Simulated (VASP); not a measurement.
Input of a VASP 6.6.1 run:

Contents of INCAR:

```
SYSTEM = PbSe
ALGO = Normal
EDIFF = 1E-7
EDIFFG = -0.005
ENCUT = 600
GGA = PE
IBRION = 2
ISIF = 3
ISMEAR = 0
LASPH = .True.
LCHARG = .False.
LREAL = .False.
LWAVE = .False.
NELM = 80
NSW = 90
PREC = Accurate
SIGMA = 0.03
```

The input KPOINTS:

```
k-points
0
Gamma
  8 8 8
  0 0 0
```

POSCAR

```
PbSe                                    
1.0
   -0.0000000000      3.1088316880      3.1088316880
    3.1088316880      0.0000000000      3.1088316880
    3.1088316880      3.1088316880      0.0000000000
  Pb              Se            
     1     1
Direct
     0.0000000000000000    0.0000000000000000    0.0000000000000000
     0.5000000000000000    0.5000000000000000    0.5000000000000000
```

Potentials or basis: VASP PAW PBE potentials, release 64 (Pb_d, Se).

Command:

```sh
$ cat potpaw_PBE.64/Pb_d/POTCAR potpaw_PBE.64/Se/POTCAR > POTCAR
$ mpirun -np 1 vasp_std > vasp.out
```

Estimate the band gap on the k mesh.

0.44 eV, direct.

Final structure:
```cif
data_structure
_symmetry_space_group_name_H-M 'P 1'
_symmetry_Int_Tables_number 1
_cell_length_a 4.3966
_cell_length_b 4.3966
_cell_length_c 4.3966
_cell_angle_alpha 60.000
_cell_angle_beta 60.000
_cell_angle_gamma 60.000
_cell_volume 60.09
loop_
_atom_site_label
_atom_site_type_symbol
_atom_site_fract_x
_atom_site_fract_y
_atom_site_fract_z
_atom_site_occupancy
Pb1 Pb 0.00000 0.00000 0.00000 1
Se1 Se 0.50000 0.50000 0.50000 1
```

Caveat: the relaxation stopped at its first step, so nothing moved; spin-orbit coupling is left out, which as a rule narrows the gap of such compounds by several tenths of an eV. A k mesh can miss the band edges.
